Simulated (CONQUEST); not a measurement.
Crystal: AlCu.

```
Cu Al
1.0
     2.99751    0.00000    0.00000
     0.00000    2.99751    0.00000
     0.00000    0.00000    2.99751
Cu Al
1 1
Direct
  0.50000 0.50000 0.50000
  0.00000 0.00000 0.00000
```

The cell comes from a database or a generator and needn't be the stable form of this composition.

| Item | Value |
| --- | --- |
| Program | CONQUEST 1.3 |
| Task | single point |
| Functional | PBEsol |
| Potentials or basis | PseudoDojo NC PBEsol, DZP, grid cutoff 150 Ha |
| k mesh | 9 × 9 × 9 |
| Occupations | fermi-dirac, width 0.05 eV |
| Spin | no spin polarisation |

On this cell: pressure -2.3 GPa; largest force zero by symmetry; band gap on the k mesh none (metal or under the smearing width).

The same run follows on a disturbed copy (atoms moved at random, drawn with an rms of 0.05 Å):

```xyz
2
Lattice="2.9975 0.0000 0.0000 0.0000 2.9975 0.0000 0.0000 0.0000 2.9975" Properties=species:S:1:pos:R:3 pbc="T T T"
Cu    1.4714    1.4770    1.4793
Al    2.9807    2.9625    2.9819
```

Q: What does the disturbed cell give?

A: The energy (extrapolated to zero smearing) moves by -0.1 meV/atom; pressure -2.4 GPa; largest force 0.076 eV/Å; band gap on the k mesh none (metal or under the smearing width).

Forces in eV/Å, atoms in the order of the input:
```
Cu   0.023 -0.072 -0.003
Al  -0.043  0.053 -0.017
```

Stress tensor (GPa, compression positive):
```
-2.39 -0.06 -0.02
-0.06 -2.44 -0.05
-0.02 -0.05 -2.40
```

The forces don't sum to zero, so they hold noise of the program's grid.

Caveats: the basis of atomic orbitals isn't converged, which shifts pressures, moduli and gaps.
